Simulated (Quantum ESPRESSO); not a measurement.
# HfC: equation of state with PBEsol

HfC:

```
Hf C
1.0
     3.34287    0.00000    0.00000
    -1.67143    2.89501    0.00000
     0.00000    0.00000    5.20271
Hf C
2 2
Direct
  0.33333 0.66667 0.25000
  0.66667 0.33333 0.75000
  0.00000 0.00000 0.50000
  0.00000 0.00000 0.00000
```

The cell comes from a database or a generator and needn't be the stable form of this composition.

```json
{
 "Program": "Quantum ESPRESSO 7.5",
 "Task": "equation of state",
 "Functional": "PBEsol",
 "Potentials or basis": "GBRV 1.5 PBEsol",
 "Cutoff": "612 eV",
 "Density cutoff": "4898 eV",
 "k mesh": "9 × 9 × 5",
 "Occupations": "fermi-dirac, width 0.05 eV",
 "Spin": "no spin polarisation"
}
```

```json
{
 "Equilibrium volume": "12.22 Å³/atom",
 "Bulk modulus at fixed shape and positions": "251 GPa",
 "Pressure derivative of the bulk modulus": "4.2"
}
```

Energy against volume, from the lowest point:
```
volume (Å³/atom)  energy (meV/atom)
          11.832               9.59
          12.084               0.50
          12.336               0.00
          12.587               7.29
          12.839              21.54
          13.091              42.06
          13.343              68.24
```

All runs of the series together: 2.2 min on 2 threads of Arm Neoverse V2, with other jobs on the host.

Caveat: the cell was scaled at fixed shape and fractional positions, which overstates the stiffness of a crystal with free parameters, most of all of layers and chains. The run has no spin-orbit coupling, so splittings on Hf are missing.
